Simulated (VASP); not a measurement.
## H2Os: equation of state with PBE

H2Os:

```xyz
3
Lattice="2.4918 0.0000 0.0000 0.0000 2.4918 0.0000 0.0000 0.0000 4.6023" Properties=species:S:1:pos:R:3 pbc="T T T"
H     1.2459    1.2459    1.8181
H     1.2459    1.2459    2.7842
Os    1.2459    1.2459    0.0000
```

The cell was built by a generator and needn't be a form met in nature.

```
Program             : VASP 6.6.1
Task                : equation of state
Functional          : PBE
Potentials or basis : VASP PAW PBE potentials, release 64 (H, Os)
Cutoff              : 520 eV
k mesh              : 11 × 11 × 6
Occupations         : fermi-dirac, width 0.05 eV
Spin                : no spin polarisation
```

| Quantity | Value |
| --- | --- |
| Equilibrium volume | 9.54 Å³/atom |
| Bulk modulus at fixed shape and positions | 171 GPa |
| Pressure derivative of the bulk modulus | 4.5 |

Energy against volume, from the lowest point:
```csv
volume (Å³/atom),energy (meV/atom)
8.954,21.49
9.144,9.39
9.335,2.40
9.525,0.00
9.716,1.69
9.906,7.08
10.097,15.76
```

All runs of the series together: 2.6 min on 1 thread of Intel(R) Xeon(R) Platinum 8375C CPU @ 2.90GHz (Ice Lake), on a shared host.

Caveat: the cell was scaled at fixed shape and fractional positions, which overstates the stiffness of a crystal with free parameters, most of all of layers and chains. Spin-orbit coupling is left out, which matters for the levels of Os.
